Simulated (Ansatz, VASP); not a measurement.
**C18O (a cell with a defect) in VASP and in Ansatz**

```xyz
19
Lattice="-0.7331 3.6974 -3.3703 -0.7331 -3.6974 -3.3703 -5.6710 0.0000 3.4027" Properties=species:S:1:pos:R:3 pbc="T T T"
C    -1.4484   -1.2431   -3.1455
C    -4.9514    0.0109    0.1150
C    -0.6580    0.0109    0.3057
C    -2.8378    1.2607    0.0542
C    -4.9692   -2.4129   -0.1717
C    -1.4482    1.2646   -3.1450
C    -2.8376   -1.2389    0.0542
C    -4.9692    2.4344   -0.1717
C    -3.5433    0.0107   -3.5741
C    -5.6476   -1.2446    0.1224
C    -3.5451    0.0110    0.0899
C    -6.3769    0.0109   -3.4172
C    -2.1440   -2.4165   -3.1684
C    -4.2455    1.2623   -3.5791
C    -5.6474    1.2663    0.1230
C    -2.1439    2.4381   -3.1681
C    -4.2455   -1.2408   -3.5796
C    -2.1469    0.0107   -3.3161
O    -6.9302    0.0106   -1.9124
```

Alike in both runs: functional PBE; dispersion D3(BJ); k mesh 1 × 1 × 1; occupations gaussian, width 0.01 eV; no spin polarisation.

Ansatz relaxed the structure, and its values are those at the end. VASP's run is a single point on that final structure, the one shown.

|  | VASP | Ansatz |
| --- | --- | --- |
| version | VASP 6.6.1 | Ansatz 0.2.0 |
| potentials or method | VASP PAW PBE potentials, release 64 (C, O) | scalar-relativistic, plane waves, PAW |
| plane-wave cutoff (eV) | 520 | 420 |
| valence electrons in the cell | 78 | 78 |

|  | VASP | Ansatz | Ansatz less VASP |
| --- | --- | --- | --- |
| gap on the k mesh at the Fermi level (eV) | 1.50 | 1.50 | -0.001 |
| least direct gap on the mesh (eV) | 1.50 | 1.50 | -0.001 |
| rms of the force components (eV/Å) | 0.049 | 0.006 | -0.0433 |
